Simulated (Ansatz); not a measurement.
## What a change of settings does to a run on Lu

The structure comes from a relaxation in the same program, started in the bcc type. Whether it is a known phase or the ground state wasn't checked. The listed cell was then made from it by scaling, straining or moving an atom.

First run: DFT, PBE, all-electron PAW with datasets made for the crystal, scalar-relativistic (Ansatz 0.2.0).

Command: `ansatz run input.yaml --threads 1 --pin off --max-ram 2048MiB --backend cpu --events-out ev --progress --plain --runs-dir out` The run took 5.3 s on 1 thread of AMD EPYC 9R45 96-Core Processor (Zen 5), on a shared host, peak memory 0.51 GiB.

```yaml
crystal:
  lattice:
    - [-1.9104979226, 1.9104979226, 1.9104979226]
    - [1.9104979226, -1.9104979226, 1.9104979226]
    - [1.9104979226, 1.9104979226, -1.9104979226]
  atoms:
    - { symbol: Lu, position: [0.0, 0.0, 0.0] }
kpoints:
  mp_grid: { grid: [15, 15, 15] }
scf:
  occupations: { method: fermi_dirac, width: 0.08 }
hamiltonian:
  xc: pbe
  pseudopotentials: { kind: all_electron, datasets: crystal }
output:
  forces: true
  stress: true
  eigenvalues: true
  efg: { contact_densities: true }
```

Result: converged; pressure 2.90 GPa; 9 SCF iterations.

Spin–orbit coupling is left out, though it moves levels of the heavy atoms by tenths of an eV or more.

The input is then changed:

```diff
@@ -18,3 +18,5 @@
   eigenvalues: true
   efg: { contact_densities: true }
+basis:
+  xc_grid: 4
```

(1) What does the second run give?

## Answers

(1) It converged; energy at zero smearing 0.0 meV/atom from the first run; pressure 2.90 GPa; 9 SCF iterations.
